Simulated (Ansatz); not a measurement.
N interstitial in AlN

Theory: DFT PBE, scalar-relativistic, plane waves, PAW (Ansatz 0.2.0). Run with 420 eV cutoff, 1×1×1 k-mesh, Gaussian smearing of 0.01 eV, collinear spin in charge 0, -2 alone.

Host crystal, relaxed:

```xyz
4
Lattice="3.1302 0.0000 0.0000 -1.5651 2.7108 0.0000 0.0000 0.0000 5.0180" Properties=species:S:1:pos:R:3 pbc="T T T"
Al    1.5651    0.9036    2.5052
Al    0.0000    1.8072    5.0142
N     1.5651    0.9036    4.4197
N     0.0000    1.8072    1.9107
```

Supercell of 48 atoms, rows in host cell vectors: 0 -2 1; 2 2 1; -2 0 1. Atoms relax at the host's cell, keeping the symmetry that the supercell leaves at the site. The cell is small, so energies carry finite-size errors of tenths of an eV. The zone centre alone is far too coarse a mesh for this cell, so the numbers show that error and aren't the defect's converged properties. The host's Kohn–Sham gap is 4.03 eV.

Defect: N interstitial, charge -2.

Command:

```bash
ansatz run input.yaml --threads 4 --pin off --max-ram 8192MiB --backend cpu --events-out ev --progress --plain --runs-dir out
```

The input:

```yaml
crystal:
  lattice:
    - [3.1302084199, -5.4216800216, 5.0180433219]
    - [3.1302084199, 5.4216800216, 5.0180433219]
    - [-6.2604168399, 0.0, 5.0180433219]
  atoms:
    - { symbol: Al, position: [0.6675281393, 0.3334397969, 0.4962002483] }
    - { symbol: Al, position: [0.9971724678, 0.6600493705, 0.831065311] }
    - { symbol: Al, position: [0.3334397969, 0.4962002483, 0.6675281393] }
    - { symbol: Al, position: [0.8311453395, 0.5120430444, 0.1678126168] }
    - { symbol: Al, position: [0.1694251336, 0.3336567494, 1.0023992205], spin: 0.1 }
    - { symbol: Al, position: [0.4962002483, 0.6675281393, 0.3334397969] }
    - { symbol: Al, position: [0.831065311, 0.9971724678, 0.6600493705] }
    - { symbol: Al, position: [0.1678126168, 0.8311453395, 0.5120430444] }
    - { symbol: Al, position: [0.5120430444, 0.1678126168, 0.8311453395] }
    - { symbol: Al, position: [0.6600493705, 0.831065311, 0.9971724678] }
    - { symbol: Al, position: [1.0023992205, 0.1694251336, 0.3336567494], spin: 0.1 }
    - { symbol: Al, position: [0.3336567494, 1.0023992205, 0.1694251336], spin: 0.1 }
    - { symbol: Al, position: [0.6686840675, 0.4975185478, 0.8315352037] }
    - { symbol: Al, position: [1.0028737334, 0.8442733992, 0.1651110575], spin: 0.1 }
    - { symbol: Al, position: [0.3333844018, 0.6622397631, 0.9989050578] }
    - { symbol: Al, position: [0.8315352037, 0.6686840675, 0.4975185478] }
    - { symbol: Al, position: [0.1651896064, 0.5027630799, 0.3315963078] }
    - { symbol: Al, position: [0.4975185478, 0.8315352037, 0.6686840675] }
    - { symbol: Al, position: [0.8442733992, 0.1651110575, 1.0028737334], spin: 0.1 }
    - { symbol: Al, position: [0.1651110575, 1.0028737334, 0.8442733992], spin: 0.1 }
    - { symbol: Al, position: [0.5027630799, 0.3315963078, 0.1651896064] }
    - { symbol: Al, position: [0.6622397631, 0.9989050578, 0.3333844018] }
    - { symbol: Al, position: [0.9989050578, 0.3333844018, 0.6622397631] }
    - { symbol: Al, position: [0.3315963078, 0.1651896064, 0.5027630799] }
    - { symbol: "N", position: [0.7935756171, 0.4622808991, 0.6229883346] }
    - { symbol: "N", position: [0.1298154345, 0.7737180297, 0.9520732272] }
    - { symbol: "N", position: [0.4622808991, 0.6229883346, 0.7935756171] }
    - { symbol: "N", position: [0.96135281, 0.6360475613, 0.2937569749] }
    - { symbol: "N", position: [0.2976752273, 0.4601737483, 0.1293717839] }
    - { symbol: "N", position: [0.6229883346, 0.7935756171, 0.4622808991] }
    - { symbol: "N", position: [0.9520732272, 0.1298154345, 0.7737180297] }
    - { symbol: "N", position: [0.2937569749, 0.96135281, 0.6360475613] }
    - { symbol: "N", position: [0.6360475613, 0.2937569749, 0.96135281] }
    - { symbol: "N", position: [0.7737180297, 0.9520732272, 0.1298154345] }
    - { symbol: "N", position: [0.1293717839, 0.2976752273, 0.4601737483] }
    - { symbol: "N", position: [0.4601737483, 0.1293717839, 0.2976752273] }
    - { symbol: "N", position: [0.4640232843, 0.2930537358, 0.6262835594] }
    - { symbol: "N", position: [0.7902187275, 0.6271482821, 0.9578517654] }
    - { symbol: "N", position: [0.126787938, 0.4542441887, 0.7927565147] }
    - { symbol: "N", position: [0.6262835594, 0.4640232843, 0.2930537358] }
    - { symbol: "N", position: [0.9630794767, 0.3140458115, 0.1373946856], spin: 0.1 }
    - { symbol: "N", position: [0.2930537358, 0.6262835594, 0.4640232843] }
    - { symbol: "N", position: [0.6271482821, 0.9578517654, 0.7902187275] }
    - { symbol: "N", position: [0.9578517654, 0.7902187275, 0.6271482821] }
    - { symbol: "N", position: [0.3140458115, 0.1373946856, 0.9630794767], spin: 0.1 }
    - { symbol: "N", position: [0.4542441887, 0.7927565147, 0.126787938] }
    - { symbol: "N", position: [0.7927565147, 0.126787938, 0.4542441887] }
    - { symbol: "N", position: [0.1373946856, 0.9630794767, 0.3140458115], spin: 0.1 }
    - { symbol: "N", position: [0.0437151629, 0.0437151629, 0.0437151629], spin: 0.1 }
  host:
    lattice:
      - [3.1302084199, 0.0, 0.0]
      - [-1.56510421, 2.7108400108, 0.0]
      - [0.0, 0.0, 5.0180433219]
    atoms:
      - { symbol: Al, position: [0.6666666667, 0.3333333333, 0.4992342259] }
      - { symbol: Al, position: [0.3333333333, 0.6666666667, 0.9992342259] }
      - { symbol: "N", position: [0.6666666667, 0.3333333333, 0.8807657741] }
      - { symbol: "N", position: [0.3333333333, 0.6666666667, 0.3807657741] }
total_charge: -2
basis:
  ecutwfc: 420
  xc_grid: 2
kpoints:
  mp_grid: { grid: [1, 1, 1], shift: [0.0, 0.0, 0.0] }
hamiltonian:
  xc: pbe
scf:
  occupations: { method: gaussian, width: 0.01 }
output:
  forces: true
  stress: false
  eigenvalues: true
  populations: true
  charged_corrections:
    defect_position: [0.06944444, 0.06944444, 0.06944444]
    epsilon: [[8.2944, 0.0, 0.0], [0.0, 8.2944, 0.0], [0.0, 0.0, 9.8365]]
magnetization:
  spin_polarized: true
relax:
  adjacent_minimum: "off"
  f_tol: 0.025
  max_steps: 45
```

From the output:

```
Warning: RAYON_NUM_THREADS=4 ignored (pool sized by the plan → 4); use --threads N
Crystal: 49 atoms, lattice volume = 510.967 Å³
Basis set: ecut = 420 eV, 9983 PW (Γ), exchange–correlation on 108×108×108 points (8 copies of the dense FFT grid, shifted against one another)
Bands: 149, of which v1, the nominal top of the filled ones, is band 100 counted from 1 (99 counted from 0)
Symmetry: 3 space group operations
Space group: R3 (ITA 146), of the structure as read, at distance tolerance 8.0e-5 Å
k-points: 1
relax step   1: F+E_penalty+E_count = -22540.35879515 eV  Δ(F+E_penalty+E_count) = +0.000e0 eV  max|allowed force component| = 1.438e0 eV/Å  Δτ_max = 0.0000 Å
relax step   2: F+E_penalty+E_count = -22540.73607029 eV  Δ(F+E_penalty+E_count) = -3.773e-1 eV  max|allowed force component| = 5.353e-1 eV/Å  Δτ_max = 0.0841 Å
relax step   3: F+E_penalty+E_count = -22540.79697277 eV  Δ(F+E_penalty+E_count) = -6.090e-2 eV  max|allowed force component| = 4.580e-1 eV/Å  Δτ_max = 0.0367 Å
relax step   4: F+E_penalty+E_count = -22540.83247110 eV  Δ(F+E_penalty+E_count) = -3.550e-2 eV  max|allowed force component| = 1.989e-1 eV/Å  Δτ_max = 0.1120 Å
relax step   5: F+E_penalty+E_count = -22540.83856119 eV  Δ(F+E_penalty+E_count) = -6.090e-3 eV  max|allowed force component| = 3.671e-2 eV/Å  Δτ_max = 0.0154 Å
relax step   6: F+E_penalty+E_count = -22540.83899068 eV  Δ(F+E_penalty+E_count) = -4.295e-4 eV  max|allowed force component| = 6.785e-3 eV/Å  Δτ_max = 0.0037 Å
SCF converged after 5 iterations
Free energy (F): -22540.838991 eV
E sigma→0 (E₀):  -22540.838991 eV
Fermi energy:    8.877700 eV
```

The relaxation gained 0.48 eV in 6 steps. It took 25 s on 4 threads of Arm Neoverse V2, with other jobs on the host, peak memory 0.75 GiB.